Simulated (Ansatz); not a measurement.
Rutile GeO₂

Calculation: G0W0@HSE06 (Ansatz, a program for electronic structure, hard PAW, contour deformation, complete-basis limit).

Run with largest k mesh 4×4×6 (not extrapolated in the mesh).

Cell (measured lattice):

GeO$_{2}$ has the tetragonal space group P4₂/mnm (No. 136), the rutile structure, Pearson symbol tP6. Lattice parameters: a = 4.4066 Å, b = 4.4066 Å, c = 2.8619 Å, α = 90.00°, β = 90.00°, γ = 90.00°. Ge on 2a has 6 O at 1.872–1.909 Å (octahedral). O on 4f sees 3 Ge at 1.872–1.909 Å (trigonal planar). (Neighbours: up to the widest gap in distance over summed covalent radii, below 1.35, at either atom.)

```
Quantity             Value
--------  ----------------
band gap  5.04 eV (direct)
```

Measured, for comparison: band gap 4.68 eV (temperature not stated, no zero-point or thermal correction, direct (forbidden), UV absorption; as tabulated in Mengle et al. (2019), arXiv:1905.10301).

Note: filled d or f shells below the valence bands can shift G0W0 gaps through exchange with them, which wasn't tested here; GW on a hybrid start was not checked against another program; cell and atoms aren't relaxed at this level; the gap holds a correction of +0.30 eV to the complete basis.

Spin–orbit coupling is not included.
